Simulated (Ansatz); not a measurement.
## Ir in Ansatz: the effect of target pressure

Ir:

```
CELL_PARAMETERS angstrom
2.75138 0.00000 0.00000
-1.37569 2.38276 0.00000
0.00000 0.00000 4.46229
ATOMIC_POSITIONS crystal
Ir 0.33333 0.66667 0.25000
Ir 0.66667 0.33333 0.75000
```

This isn't the form of Ir at room conditions, which is fcc.

Alike in all runs:

* Program: Ansatz 0.2.0
* Task: relaxation of cell and atoms
* Functional: PBEsol
* Potentials or basis: Ansatz PAW
* Cutoff: 420 eV (not typed: the program's choice for these potentials)
* k mesh: 11 × 11 × 6
* Occupations: fermi-dirac, width 0.05 eV
* Spin: no spin polarisation

Each run relaxes the cell or the atoms first.

```csv
target pressure,relaxed volume (Å³/atom)
0 GPa,14.12
2 GPa,14.05
5 GPa,13.94
10 GPa,?
20 GPa,13.48
30 GPa,13.21
```

Task: What does the run with target pressure 10 GPa give?

Result: Relaxed volume 13.78 Å³/atom.

Worked out: In Murnaghan's law V^(-B') rises as a straight line in P. The other rows fit best with B' = 4.8, V0 = 14.12 Å³/atom and B0 = 383 GPa, which gives 13.78 Å³/atom at 10 GPa, against the run's 13.78.

Caveats: the plane-wave basis is chosen anew once the cell has moved, so the energies of steps on either side of that aren't comparable; the PAW data sets come from PBE, with cores solved anew for the run's functional, which leaves a small shift of forces and pressure.
